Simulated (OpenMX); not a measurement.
As, 2 atoms in the cell. The structure is trigonal, space group R-3m (No. 166). Conventional cell: a = 3.762 Å, b = 3.762 Å, c = 10.542 Å, α = 90.00°, β = 90.00°, γ = 120.00°. Around As (site symmetry 3m) lie 3 As at 2.51 Å. 

| Quantity | Value |
| --- | --- |
| Program | OpenMX 3.8.5 |
| Task | single point |
| Functional | PBE |
| Potentials or basis | OpenMX 2013 PBE set, As7.0-s3p2d2, grid cutoff 500 Ry |
| k mesh | 9 × 9 × 9 |
| Occupations | fermi-dirac, width 0.05 eV |
| Spin | no spin polarisation |
| Mixing scheme | rmm-diisk |
| SCF threshold | 1e-08 Ha |
| Solver | band |
| Max SCF cycles | 100 |

Potentials or basis: OpenMX 2013 PBE set, As7.0-s3p2d2, grid cutoff 500 Ry.

Command:

```console
$ openmx As.dat -nt 1 > As.std
```

Hardware: 1 thread of Intel(R) Xeon(R) Platinum 8223CL CPU @ 3.00GHz (Skylake/Cascade Lake) (shared host).

Q: How long does it take, and how much memory?

A: Wall time 2.4 min on 1 thread of Intel(R) Xeon(R) Platinum 8223CL CPU @ 3.00GHz (Skylake/Cascade Lake), on a shared host, peak memory 0.71 GiB. Counts: k points 365, basis 38, scf iterations 15.
